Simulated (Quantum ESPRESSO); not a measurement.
# GaP (F-43m) in Quantum ESPRESSO: equation of state

How stiff is GaP in PBE, and what volume does it want? The cell is scaled to several volumes.

All numbers are computed with Quantum ESPRESSO 7.5; they aren't measurements. Logs are shortened: lines on timing, memory, paths and dates and some standing lists are left out, and cuts for length are marked.

**Measured values to compare with.**

From “Phosphorous dimerization in GaP at high pressure”, 2017, arxiv:1709.06667, for a bulk crystal of GaP: bulk modulus 87.5 ± 0.6 GPa.

The results are compared with them further down.

## 1. The crystal as given

It takes space group F-43m (No. 216, cubic). Conventional cell: a = 5.451 Å, b = 5.451 Å, c = 5.451 Å, α = 90.00°, β = 90.00°, γ = 90.00°. Around Ga (site symmetry -43m) lie 4 P at 2.36 Å. P (site symmetry -43m) is surrounded by 4 Ga at 2.36 Å.

## 2. Single point, PBE, 19.03 Å³/atom

pw.in reads:

```
&CONTROL
  calculation = 'scf'
  prefix = 'pwscf'
  outdir = './tmp'
  pseudo_dir = './pseudo'
  tprnfor = .true.
  tstress = .true.
  disk_io = 'nowf'
/
&SYSTEM
  ibrav = 0
  nat = 2
  ntyp = 2
  ecutwfc = 70
  ecutrho = 560
  nbnd = 15
  occupations = 'smearing'
  smearing = 'fd'
  degauss = 0.00367493
/
&ELECTRONS
  conv_thr = 4d-10
  electron_maxstep = 120
  mixing_beta = 0.5
/
ATOMIC_SPECIES
Ga    69.7230 Ga.pbe-dn-kjpaw_psl.1.0.0.UPF
P     30.9738 P.pbe-n-rrkjus_psl.1.0.0.UPF
CELL_PARAMETERS angstrom
   0.0000000000    2.6696170428    2.6696170428
   2.6696170428    0.0000000000    2.6696170428
   2.6696170428    2.6696170428    0.0000000000
ATOMIC_POSITIONS crystal
Ga     0.0000000000    0.0000000000    0.0000000000
P      0.7500000000    0.7500000000    0.7500000000
K_POINTS automatic
8 8 8 0 0 0
```

Potentials or basis: SSSP 1.3 efficiency PBE.

Launch:

```bash
$ OMP_NUM_THREADS=1 pw.x -in pw.in > pw.out
```

pw.out:

```text
This program is part of the open-source Quantum ESPRESSO suite
     for quantum simulation of materials; please cite
         "P. Giannozzi et al., J. Phys.:Condens. Matter 21 395502 (2009);
         "P. Giannozzi et al., J. Phys.:Condens. Matter 29 465901 (2017);
         "P. Giannozzi et al., J. Chem. Phys. 152 154105 (2020);
     in publications or presentations arising from this work. More details at

     file Ga.pbe-dn-kjpaw_psl.1.0.0.UPF: wavefunction(s)  4S renormalized
     Message from routine setup:
     using ibrav=0 with symmetry is DISCOURAGED, use correct ibrav instead

     G-vector sticks info
     --------------------
     sticks:   dense  smooth     PW     G-vecs:    dense   smooth      PW
     Sum        1957     967    301                57439    20179    3383

     Using Slab Decomposition

     bravais-lattice index     =            0
     lattice parameter (alat)  =       7.1345  a.u.
     unit-cell volume          =     256.7873 (a.u.)^3
     number of atoms/cell      =            2
     number of atomic types    =            2
     number of electrons       =        18.00
     number of Kohn-Sham states=           15
     kinetic-energy cutoff     =      70.0000  Ry
     charge density cutoff     =     560.0000  Ry
     scf convergence threshold =      4.0E-10
     mixing beta               =       0.5000
     number of iterations used =            8  plain     mixing
     Exchange-correlation= PBE
                           (   1   4   3   4   0   0   0)

     celldm(1)=   7.134488  celldm(2)=   0.000000  celldm(3)=   0.000000
     celldm(4)=   0.000000  celldm(5)=   0.000000  celldm(6)=   0.000000

     crystal axes: (cart. coord. in units of alat)
               a(1) = (   0.000000   0.707107   0.707107 )
               a(2) = (   0.707107   0.000000   0.707107 )
               a(3) = (   0.707107   0.707107   0.000000 )

     reciprocal axes: (cart. coord. in units 2 pi/alat)
               b(1) = ( -0.707107  0.707107  0.707107 )
               b(2) = (  0.707107 -0.707107  0.707107 )
               b(3) = (  0.707107  0.707107 -0.707107 )

     PseudoPot. # 1 for Ga read from file:
     Ga.pbe-dn-kjpaw_psl.1.0.0.UPF
     Pseudo is Projector augmented-wave + core cor, Zval = 13.0
     Generated using "atomic" code by A. Dal Corso  v.5.1
     Shape of augmentation charge: PSQ
     Using radial grid of 1205 points,  6 beta functions with:
                l(1) =   0
                l(2) =   0
                l(3) =   1
                l(4) =   1
                l(5) =   2
                l(6) =   2
     Q(r) pseudized with 0 coefficients

     PseudoPot. # 2 for P  read from file:
     P.pbe-n-rrkjus_psl.1.0.0.UPF
     Pseudo is Ultrasoft + core correction, Zval =  5.0
     Generated using "atomic" code by A. Dal Corso  v.5.1
     Using radial grid of 1147 points,  6 beta functions with:
                l(1) =   0
                l(2) =   0
                l(3) =   1
                l(4) =   1
                l(5) =   2
                l(6) =   2
     Q(r) pseudized with 0 coefficients

     atomic species   valence    mass     pseudopotential
     Ga               13.00    69.72300     Ga( 1.00)
     P                 5.00    30.97380     P ( 1.00)

     24 Sym. Ops. (no inversion) found

   Cartesian axes

     site n.     atom                  positions (alat units)
         1        Ga     tau(   1) = (   0.0000000   0.0000000   0.0000000  )
         2        P      tau(   2) = (   1.0606602   1.0606602   1.0606602  )

     number of k points=    29  Fermi-Dirac smearing, width (Ry)=  0.0037
                       cart. coord. in units 2pi/alat
        k(    1) = (   0.0000000   0.0000000   0.0000000), wk =   0.0039062
        k(    2) = (   0.0883883   0.0883883  -0.0883883), wk =   0.0312500
        k(    3) = (   0.1767767   0.1767767  -0.1767767), wk =   0.0312500
        k(    4) = (   0.2651650   0.2651650  -0.2651650), wk =   0.0312500
        k(    5) = (  -0.3535534  -0.3535534   0.3535534), wk =   0.0156250
        k(    6) = (   0.1767767   0.0000000   0.0000000), wk =   0.0234375
[... 21 lines left out ...]
        k(   28) = (  -0.7071068   0.1767767  -0.0000000), wk =   0.0468750
        k(   29) = (  -0.7071068   0.3535534   0.0000000), wk =   0.0234375

     Dense  grid:    57439 G-vectors     FFT dimensions: (  54,  54,  54)

     Smooth grid:    20179 G-vectors     FFT dimensions: (  40,  40,  40)

     Initial potential from superposition of free atoms

     starting charge      17.9969, renormalised to      18.0000
     Starting wfcs are   13 randomized atomic wfcs +    2 random wfcs

     Self-consistent Calculation

     iteration #  1     ecut=    70.00 Ry     beta= 0.50
     Davidson diagonalization with overlap
     ethr =  1.00E-02,  avg # of iterations =  5.8

     Threshold (ethr) on eigenvalues was too large:
     Diagonalizing with lowered threshold

     Davidson diagonalization with overlap
     ethr =  3.71E-04,  avg # of iterations =  7.0

     total energy              =    -292.00890597 Ry
     estimated scf accuracy    <       0.07654459 Ry

     iteration #  2     ecut=    70.00 Ry     beta= 0.50
     Davidson diagonalization with overlap
     ethr =  4.25E-04,  avg # of iterations =  2.2
[... 78 lines left out ...]
     total energy              =    -292.02743604 Ry
     estimated scf accuracy    <          2.1E-09 Ry

     iteration # 14     ecut=    70.00 Ry     beta= 0.50
     Davidson diagonalization with overlap
     ethr =  1.06E-11,  avg # of iterations =  4.8

     End of self-consistent calculation

          k = 0.0000 0.0000 0.0000 (  2637 PWs)   bands (ev):

    -6.7661  -6.7661  -6.7661  -6.6468  -6.6468  -5.0849   7.8930   7.8930
     7.8930  10.2423  11.7561  11.7561  11.7561  16.9862  17.7012

          k = 0.0884 0.0884-0.0884 (  2559 PWs)   bands (ev):

    -6.7852  -6.7603  -6.7603  -6.6469  -6.6469  -4.8643   6.2450   7.6394
     7.6394  10.6760  12.1348  12.1348  12.5254  17.0635  17.0635
[... 83 lines left out ...]
    -6.9021  -6.6986  -6.6917  -6.6829  -6.6239  -2.0722   1.2195   4.4757
     5.1710   9.6975  10.7359  17.0801  17.3398  19.6000  20.0322

          k = 0.0000-0.5303 0.5303 (  2554 PWs)   bands (ev):

    -6.8931  -6.7105  -6.6967  -6.6713  -6.6318  -1.8526   1.0631   3.6146
     5.4455  10.0124  12.7982  16.3520  16.4101  17.6296  18.3816

          k =-0.7071 0.0000 0.0000 (  2498 PWs)   bands (ev):

    -6.9113  -6.6934  -6.6855  -6.6855  -6.6199  -1.8226   0.8345   4.9838
     4.9838   9.4119   9.6472  18.9295  18.9295  19.6819  20.3572

          k = 0.3536 0.1768 0.0000 (  2546 PWs)   bands (ev):

    -6.8525  -6.7334  -6.7285  -6.6608  -6.6356  -3.7132   3.4315   5.2844
     6.5149  11.2352  12.2092  13.3079  14.5896  16.6263  19.2273

          k =-0.2652-0.4419 0.6187 (  2536 PWs)   bands (ev):
[... 16 lines left out ...]
    -6.8886  -6.7171  -6.6978  -6.6673  -6.6338  -1.9619   1.1989   3.8632
     4.9796  11.1279  12.9003  14.2284  16.2657  17.8627  20.5368

          k = 0.0000-0.3536 0.5303 (  2537 PWs)   bands (ev):

    -6.8816  -6.7239  -6.7030  -6.6602  -6.6388  -2.1701   1.4220   3.6974
     5.3677  11.5734  13.5268  13.6120  16.1287  17.0993  18.8315

          k =-0.7071 0.1768-0.0000 (  2530 PWs)   bands (ev):

    -6.9010  -6.7012  -6.6938  -6.6770  -6.6265  -1.7651   0.9418   4.4606
     4.5275  10.5987  10.8482  16.6617  16.7614  19.9439  20.0029

          k =-0.7071 0.3536 0.0000 (  2520 PWs)   bands (ev):

    -6.8890  -6.7185  -6.6940  -6.6655  -6.6363  -1.7051   1.0670   4.0121
     4.1593  12.6096  13.0245  14.0257  14.1775  19.9921  20.0436

     the Fermi energy is     8.6318 ev

!    total energy              =    -292.02743604 Ry
     estimated scf accuracy    <          2.5E-11 Ry
     smearing contrib. (-TS)   =      -0.00000000 Ry
     internal energy E=F+TS    =    -292.02743604 Ry

     The total energy is F=E-TS. E is the sum of the following terms:
     one-electron contribution =    -111.62316348 Ry
     hartree contribution      =      72.17721793 Ry
     xc contribution           =     -42.68879509 Ry
     ewald contribution        =     -98.48815028 Ry
     one-center paw contrib.   =    -111.40454513 Ry

     convergence has been achieved in  14 iterations

     Forces acting on atoms (cartesian axes, Ry/au):

     atom    1 type  1   force =     0.00000000    0.00000000    0.00000000
     atom    2 type  2   force =     0.00000000    0.00000000    0.00000000

     Total force =     0.000000     Total SCF correction =     0.000000

     Computing stress (Cartesian axis) and pressure

          total   stress  (Ry/bohr**3)                   (kbar)     P=       86.01
   0.00058470   0.00000000   0.00000000           86.01        0.00        0.00
   0.00000000   0.00058470  -0.00000000            0.00       86.01       -0.00
   0.00000000  -0.00000000   0.00058470            0.00       -0.00       86.01

=------------------------------------------------------------------------------=
   JOB DONE.
=------------------------------------------------------------------------------=
```

Wall time 55 s (1 thread of Arm Neoverse V1, shared host); peak memory 0.25 GiB.

What came out:

```yaml
Free_energy: -3973.2357 eV
Pressure: 8.6 GPa
Band_gap_on_the_k_mesh: 1.52 eV, indirect (least direct gap 2.35 eV)
```

## 3. Single point, PBE, 19.43 Å³/atom

pw.in: that of step 2 with these lines changed.

```diff
@@ -29,5 +29,5 @@
 CELL_PARAMETERS angstrom
-   0.0000000000    2.6696170428    2.6696170428
-   2.6696170428    0.0000000000    2.6696170428
-   2.6696170428    2.6696170428    0.0000000000
+   0.0000000000    2.6884177822    2.6884177822
+   2.6884177822    0.0000000000    2.6884177822
+   2.6884177822    2.6884177822    0.0000000000
 ATOMIC_POSITIONS crystal
```

Potentials or basis: SSSP 1.3 efficiency PBE.

Launch:

```bash
$ OMP_NUM_THREADS=1 pw.x -in pw.in > pw.out
```

It took 48 s on 1 thread of Arm Neoverse V1, shared host; peak memory 0.26 GiB.

It converged, with:

* Free energy: -3973.2742 eV
* Pressure: 6.3 GPa
* Band gap on the k mesh: 1.57 eV, indirect (least direct gap 2.17 eV)

## 4. Single point, PBE, 19.84 Å³/atom

pw.in: that of step 3 with these lines changed.

```diff
@@ -29,5 +29,5 @@
 CELL_PARAMETERS angstrom
-   0.0000000000    2.6884177822    2.6884177822
-   2.6884177822    0.0000000000    2.6884177822
-   2.6884177822    2.6884177822    0.0000000000
+   0.0000000000    2.7069591804    2.7069591804
+   2.7069591804    0.0000000000    2.7069591804
+   2.7069591804    2.7069591804    0.0000000000
 ATOMIC_POSITIONS crystal
```

Launch:

```bash
$ OMP_NUM_THREADS=1 pw.x -in pw.in > pw.out
```

Run time: 47 s. Hardware: 1 thread of Arm Neoverse V1, shared host; peak memory 0.26 GiB.

It converged, with:

| Property | Result |
| --- | --- |
| Free energy | -3973.3016 eV |
| Pressure | 4.2 GPa |
| Band gap on the k mesh | 1.61 eV, indirect (least direct gap 2.00 eV) |

## 5. Single point, PBE, 20.24 Å³/atom

pw.in: that of step 4 with these lines changed.

```diff
@@ -29,5 +29,5 @@
 CELL_PARAMETERS angstrom
-   0.0000000000    2.7069591804    2.7069591804
-   2.7069591804    0.0000000000    2.7069591804
-   2.7069591804    2.7069591804    0.0000000000
+   0.0000000000    2.7252500000    2.7252500000
+   2.7252500000    0.0000000000    2.7252500000
+   2.7252500000    2.7252500000    0.0000000000
 ATOMIC_POSITIONS crystal
```

Launch:

```bash
$ OMP_NUM_THREADS=1 pw.x -in pw.in > pw.out
```

Wall time 43 s (1 thread of Arm Neoverse V1, shared host); peak memory 0.27 GiB.

Results (log left out):

```
Free energy            : -3973.3191 eV
Pressure               : 2.4 GPa
Band gap on the k mesh : 1.64 eV, indirect (least direct gap 1.83 eV)
```

## 6. Single point, PBE, 20.65 Å³/atom

pw.in: that of step 5 with these lines changed.

```diff
@@ -29,5 +29,5 @@
 CELL_PARAMETERS angstrom
-   0.0000000000    2.7252500000    2.7252500000
-   2.7252500000    0.0000000000    2.7252500000
-   2.7252500000    2.7252500000    0.0000000000
+   0.0000000000    2.7432985392    2.7432985392
+   2.7432985392    0.0000000000    2.7432985392
+   2.7432985392    2.7432985392    0.0000000000
 ATOMIC_POSITIONS crystal
```

Potentials or basis: SSSP 1.3 efficiency PBE.

Launch:

```bash
$ OMP_NUM_THREADS=1 pw.x -in pw.in > pw.out
```

It took 45 s on 1 thread of Arm Neoverse V1, shared host; peak memory 0.27 GiB.

It converged, with:

* Free energy: -3973.3276 eV
* Pressure: 0.7 GPa
* Band gap on the k mesh: 1.61 eV, indirect (least direct gap 1.67 eV)

## 7. Single point, PBE, 21.05 Å³/atom

pw.in: that of step 6 with these lines changed.

```diff
@@ -29,5 +29,5 @@
 CELL_PARAMETERS angstrom
-   0.0000000000    2.7432985392    2.7432985392
-   2.7432985392    0.0000000000    2.7432985392
-   2.7432985392    2.7432985392    0.0000000000
+   0.0000000000    2.7611126653    2.7611126653
+   2.7611126653    0.0000000000    2.7611126653
+   2.7611126653    2.7611126653    0.0000000000
 ATOMIC_POSITIONS crystal
```

Launch:

```bash
$ OMP_NUM_THREADS=1 pw.x -in pw.in > pw.out
```

Run time: 42 s. Hardware: 1 thread of Arm Neoverse V1, shared host; peak memory 0.27 GiB.

The run converged. Its results:

| Quantity | Value |
| --- | --- |
| Free energy | -3973.3282 eV |
| Pressure | -0.8 GPa |
| Band gap on the k mesh | 1.51 eV, direct |

## 8. Single point, PBE, 21.45 Å³/atom

pw.in: that of step 7 with these lines changed.

```diff
@@ -29,5 +29,5 @@
 CELL_PARAMETERS angstrom
-   0.0000000000    2.7611126653    2.7611126653
-   2.7611126653    0.0000000000    2.7611126653
-   2.7611126653    2.7611126653    0.0000000000
+   0.0000000000    2.7786998443    2.7786998443
+   2.7786998443    0.0000000000    2.7786998443
+   2.7786998443    2.7786998443    0.0000000000
 ATOMIC_POSITIONS crystal
```

Launch:

```bash
$ OMP_NUM_THREADS=1 pw.x -in pw.in > pw.out
```

It took 53 s on 1 thread of Arm Neoverse V1, shared host; peak memory 0.28 GiB.

It converged, with:

- Free energy: -3973.3215 eV
- Pressure: -2.1 GPa
- Band gap on the k mesh: 1.35 eV, direct

## 9. Equation of state, PBE

Potentials or basis: SSSP 1.3 efficiency PBE.

No new run: the results of the series are fitted here.

Results:

- Equilibrium volume: 20.88 Å³/atom
- Bulk modulus: 77 GPa
- Pressure derivative of the bulk modulus: 4.5

Energy against volume, from the lowest point:
| volume (Å³/atom) | energy (meV/atom) |
| --- | --- |
| 19.026 | 46.25 |
| 19.431 | 27.01 |
| 19.836 | 13.30 |
| 20.240 | 4.56 |
| 20.645 | 0.28 |
| 21.050 | 0.00 |
| 21.455 | 3.32 |

PBE usually gives volumes a little too large and moduli too small.

## 10. Against experiment

Step 9. A measured bulk modulus of GaP is 87.5 GPa (“Phosphorous dimerization in GaP at high pressure”, 2017, arxiv:1709.06667); the calculated 77 GPa misses it by -12.2 %. The fit is for a static lattice scaled at fixed shape and fixed fractional positions.
